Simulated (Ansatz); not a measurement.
Here is an Ansatz 0.2.0 calculation.

input.yaml

```yaml
crystal:
  lattice:
    - [1.604761016, 0.9265092046, 3.4939788749]
    - [-1.604761016, 0.9265092046, 3.4939788749]
    - [0.0, -1.8530184092, 3.4939788749]
  atoms:
    - { symbol: Mg, position: [0.0, 0.0, 0.0] }
    - { symbol: O, position: [0.571214, 0.571214, 0.571214] }
    - { symbol: O, position: [0.428786, 0.428786, 0.428786] }
hamiltonian:
  xc: pbesol
  pseudopotentials: { kind: paw }
kpoints:
  mp_grid: { grid: [10, 10, 10] }
  band_path:
    path:
      - [[0.0, 0.0, 0.0], [0.5, 0.0, 0.0], [0.5, 0.2135445148, -0.2135445148]]
      - [[0.7864554852, 0.5, 0.2135445148], [0.5, 0.5, 0.5], [0.0, 0.0, 0.0], [0.3567722574, 0.0, -0.3567722574]]
      - [[0.6432277426, 0.3567722574, 0.0], [0.5, 0.5, 0.0], [0.6432277426, 0.6432277426, 0.2135445148], [0.5, 0.5, 0.5]]
      - [[0.5, 0.0, 0.0], [0.7864554852, 0.3567722574, 0.3567722574]]
    npoints: 14
scf:
  occupations: { method: fermi_dirac, width: 0.05 }
  n_extra_bands: 7
output:
  forces: true
  stress: true
  eigenvalues: true
  fatbands: false
```

Potentials or basis: Ansatz PAW.

Command:

```sh
$ ansatz run input.yaml --threads 2 --pin off --max-ram 5632MiB --backend cpu --events-out ev --progress --plain --runs-dir out
```

Q: Predict the band gap on the k mesh.

A: 2.23 eV, direct.

Q: What does it give for the pressure?

A: -4.8 GPa.

Q: Estimate the band gap along the path.

A: 2.23 eV, direct.

Q: What does it give for the largest force?

A: 0.304 eV/Å.

Levels at the corners of the path, in eV from the valence-band top:
```tsv
point	band 8	band 9	band 10	band 11	band 12	band 13	band 14	band 15
Γ	-3.33	-3.33	-0.81	-0.81	4.48	4.80	11.98	13.80
L	-6.06	-3.66	-1.26	-1.13	4.14	8.50	10.12	12.43
B1	-5.08	-4.68	-2.08	-0.69	3.79	9.73	9.98	12.41
B	-5.08	-4.68	-2.08	-0.69	3.79	9.73	9.98	12.41
Z	-3.85	-3.85	0.00	0.00	2.23	4.88	9.29	14.07
Γ	-3.33	-3.33	-0.81	-0.81	4.48	4.80	11.98	13.80
X	-5.08	-4.97	-1.82	-0.88	3.88	9.47	10.61	12.33
Q	-5.08	-4.97	-1.82	-0.88	3.88	9.47	10.61	12.33
F	-5.38	-4.34	-2.17	-0.13	3.47	7.71	10.90	12.23
P1	-4.89	-4.20	-2.13	-0.34	3.57	8.03	10.43	11.81
Z	-3.85	-3.85	0.00	0.00	2.23	4.88	9.29	14.07
L	-6.06	-3.66	-1.26	-1.13	4.14	8.50	10.12	12.43
P	-4.89	-4.20	-2.13	-0.34	3.57	8.03	10.43	11.81
```

Caveat: the pressure holds a Pulay correction of +0.9 GPa for the finite cutoff; the PAW data sets come from PBE, with cores solved anew for the run's functional, which leaves a small shift of forces and pressure.
